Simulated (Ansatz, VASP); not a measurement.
**ScAl: VASP beside Ansatz**

The input INCAR:

```
SYSTEM = ScAl
PREC = Accurate
ENCUT = 520
EDIFF = 1E-8
ISMEAR = -1
SIGMA = 0.05
LREAL = .FALSE.
LASPH = .TRUE.
NELM = 80
ALGO = Normal
ISIF = 2
LWAVE = .FALSE.
LCHARG = .FALSE.
GGA = PS
LEFG = .TRUE.
NBANDS = 14
```

KPOINTS

```
Automatic mesh
0
G
  12 12 12
  0 0 0
```

The input POSCAR:

```
ScAl
1.0
    3.3446046979      0.0000000000      0.0000000000
    0.0000000000      3.3446046979      0.0000000000
    0.0000000000      0.0000000000      3.3446046979
Sc Al
1 1
Direct
    0.5000000000      0.5000000000      0.5000000000
    0.0000000000      0.0000000000      0.0000000000
```

Input for Ansatz:

```yaml
crystal:
  lattice:
    - [3.3446046979, 0.0, 0.0]
    - [0.0, 3.3446046979, 0.0]
    - [0.0, 0.0, 3.3446046979]
  atoms:
    - { symbol: Sc, position: [0.5, 0.5, 0.5] }
    - { symbol: Al, position: [0.0, 0.0, 0.0] }
kpoints:
  mp_grid: { grid: [12, 12, 12] }
scf:
  occupations: { method: fermi_dirac, width: 0.05 }
hamiltonian:
  xc: pbesol
  pseudopotentials: { kind: paw }
output:
  forces: true
  stress: true
  eigenvalues: true
  efg: { contact_densities: true }
  populations: true
```

Alike in both runs: task electric field gradients; functional PBEsol; k mesh 12 × 12 × 12; occupations fermi-dirac, width 0.05 eV; no spin polarisation.

```csv
,VASP,Ansatz
version,VASP 6.6.1,Ansatz 0.2.0
potentials or method,"VASP PAW PBE potentials, release 64 (Sc_sv, Al)","PAW with Ansatz's default frozen-core files, scalar-relativistic"
plane-wave cutoff (eV),520,420
valence electrons in the cell,14,14
```

```csv
,VASP,Ansatz,Ansatz less VASP
pressure (GPa),0.1,0.0,-0.13
Vzz of the field gradient on the site that differs most (V/Å²),0.0,0.0,0.00
```

With one functional, cell and mesh, what is left measures potentials, basis and numerics.

Caveats: the PAW data sets were made with another functional, which shifts forces and pressure a little (VASP).
